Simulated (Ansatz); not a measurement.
**Defect calculation, host ZnSe**

The calculation used Ansatz, DFT PBE, scalar-relativistic, plane waves, PAW. Run with 420 eV cutoff, 2×2×2 k-mesh, shifted by half a step, Gaussian smearing of 0.01 eV, collinear spin in charge +1 alone.

Host crystal, relaxed:

```
Zn Se
1.0
     0.00000    2.86588    2.86588
     2.86588    0.00000    2.86588
     2.86588    2.86588    0.00000
Zn Se
1 1
Direct
  0.00000 0.00000 0.00000
  0.75000 0.75000 0.75000
```

Supercell of 32 atoms, rows in host cell vectors: -3 1 1; 1 1 -3; 1 -3 1. Atoms relax at the host's cell from a start displaced at random by 0.06 Å near the defect, so other minima may exist. The cell is small, so energies carry finite-size errors of tenths of an eV. The host's Kohn–Sham gap is 1.15 eV. Atoms are taken from and returned to the elements' standard states. Charged cells are corrected for image charges with the computed static dielectric tensor (mean 10.8) and aligned with the host's potential at far atoms (alignment terms reach 0.40 eV; the program doubts the alignment in some charges, where it is up to 0.40 eV). No band-filling term is added, and the Fermi level counts from the host's valence band top.

The defect is an interstitial at (0.500, 0.500, 0.500) of the host cell.

| charge | E_f at the valence band top (eV) | over the neutral state (eV) | moment (μB) | largest move (Å) | atoms near the site |
| --- | --- | --- | --- | --- | --- |
| +2 | 0.05 | -3.01 | 0.00 | 0.20 | 4 Se at 2.49 Å, 5 Zn at 2.99 Å, 1 Zn at 3.00 Å |
| +1 | 1.44 | -1.62 | 0.50 | 0.15 | 4 Se at 2.58 Å, 2 Zn at 2.94 Å, 4 Zn at 2.95 Å |
| 0 | 3.05 | 0.00 | 0.00 | 0.22 | 4 Se at 2.70 Å, 6 Zn at 2.85 Å |

Among the charges computed the stable one is +2 at the valence band top and stays so across the gap. In charge +1, 0 the extra carrier would gain by moving to a band edge of the host, so it isn't bound in the gap, though by less than the errors named above. In charge +1 the cell has partly filled bands: a level of the defect may be part filled, the carrier may sit in the host's bands, or levels may cross between the k points, so transitions that involve it are doubtful. Other sites of the defect weren't tried. Fractional moments come from partly filled bands of the small cell.

(1) Which element is it? Judge by the nearest distance in charge 0 and covalent radii.
A. P
B. Cl
C. Cs
D. Zn
E. F

Results:

(1) D. The nearest neighbour is Se at 2.70 Å, and the summed covalent radii with Se are 2.22 Å for Cl, 3.64 Å for Cs, 1.77 Å for F, 2.27 Å for P, 2.42 Å for Zn, so Zn fits best. Bonds can miss such sums by a tenth of an ångström or more.